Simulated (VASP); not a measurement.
A run of VASP 6.6.1 is set up as follows.

INCAR

```
SYSTEM = Al
PREC     = Accurate       ! precision mode
ENCUT    = 520            ! plane-wave cutoff, eV
EDIFF    = 1E-6           ! SCF threshold, eV
ISMEAR   = -1             ! smearing method
SIGMA    = 0.05           ! smearing width, eV
LREAL    = .FALSE.        ! projectors in reciprocal space
LASPH    = .TRUE.         ! aspherical terms in the spheres
NELM     = 80             ! most SCF steps
ALGO     = Normal         ! electronic algorithm
ISIF     = 2              ! what is computed and relaxed
LWAVE    = .FALSE.        ! write WAVECAR
LCHARG   = .FALSE.        ! write CHGCAR
METAGGA  = M06L           ! meta-GGA
LMIXTAU  = .TRUE.       
NBANDS   = 8              ! bands
```

Contents of KPOINTS:

```
Automatic mesh
0
G
  11 11 11
  0 0 0
```

POSCAR

```
Al
1.0
    0.0000000000      2.0248050000      2.0248050000
    2.0248050000      0.0000000000      2.0248050000
    2.0248050000      2.0248050000      0.0000000000
Al
1
Direct
    0.0000000000      0.0000000000      0.0000000000
```

Contents of KPOINTS_OPT:

```
path GXWKGLUWLK,UX
15
line-mode
reciprocal
 0.0000000000  0.0000000000  0.0000000000  G
 0.5000000000  0.0000000000  0.5000000000  X

 0.5000000000  0.0000000000  0.5000000000  X
 0.5000000000  0.2500000000  0.7500000000  W

 0.5000000000  0.2500000000  0.7500000000  W
 0.3750000000  0.3750000000  0.7500000000  K

 0.3750000000  0.3750000000  0.7500000000  K
 0.0000000000  0.0000000000  0.0000000000  G

 0.0000000000  0.0000000000  0.0000000000  G
 0.5000000000  0.5000000000  0.5000000000  L

 0.5000000000  0.5000000000  0.5000000000  L
 0.6250000000  0.2500000000  0.6250000000  U

 0.6250000000  0.2500000000  0.6250000000  U
 0.5000000000  0.2500000000  0.7500000000  W

 0.5000000000  0.2500000000  0.7500000000  W
 0.5000000000  0.5000000000  0.5000000000  L

 0.5000000000  0.5000000000  0.5000000000  L
 0.3750000000  0.3750000000  0.7500000000  K

 0.6250000000  0.2500000000  0.6250000000  U
 0.5000000000  0.0000000000  0.5000000000  X
```

Potentials or basis: VASP PAW PBE potentials, release 64 (Al).

Command:

```console
$ cat potpaw_PBE.64/Al/POTCAR > POTCAR
$ mpirun -np 1 vasp_std > vasp.out
```

**Question.** Predict the band gap along the path.

**Answer.** None (metal or under the smearing width).

**Question.** Predict the pressure.

**Answer.** -7.0 GPa.

Levels at the corners of the path, in eV from the Fermi level:
```tsv
point	band 1	band 2	band 3	band 4	band 5	band 6
Γ	-11.34	12.74	12.74	12.74	14.62	14.62
X	-3.10	-1.51	5.20	5.73	5.73	9.35
X	-3.10	-1.51	5.20	5.73	5.73	9.35
W	-0.97	-0.97	0.24	1.26	16.13	16.13
W	-0.97	-0.97	0.24	1.26	16.13	16.13
K	-2.04	-1.41	-0.31	6.72	8.35	16.02
K	-2.04	-1.41	-0.31	6.72	8.35	16.02
Γ	-11.34	12.74	12.74	12.74	14.62	14.62
Γ	-11.34	12.74	12.74	12.74	14.62	14.62
L	-4.69	-4.49	11.62	11.62	11.75	11.75
L	-4.69	-4.49	11.62	11.62	11.75	11.75
U	-2.04	-1.41	-0.31	6.72	8.35	16.02
U	-2.04	-1.41	-0.31	6.72	8.35	16.02
W	-0.97	-0.97	0.24	1.26	16.13	16.13
W	-0.97	-0.97	0.24	1.26	16.13	16.13
L	-4.69	-4.49	11.62	11.62	11.75	11.75
L	-4.69	-4.49	11.62	11.62	11.75	11.75
K	-2.04	-1.41	-0.31	6.72	8.35	16.02
U	-2.04	-1.41	-0.31	6.72	8.35	16.02
X	-3.10	-1.51	5.20	5.73	5.73	9.35
```

Caveat: the PAW data sets were made with another functional, which shifts forces and pressure a little.
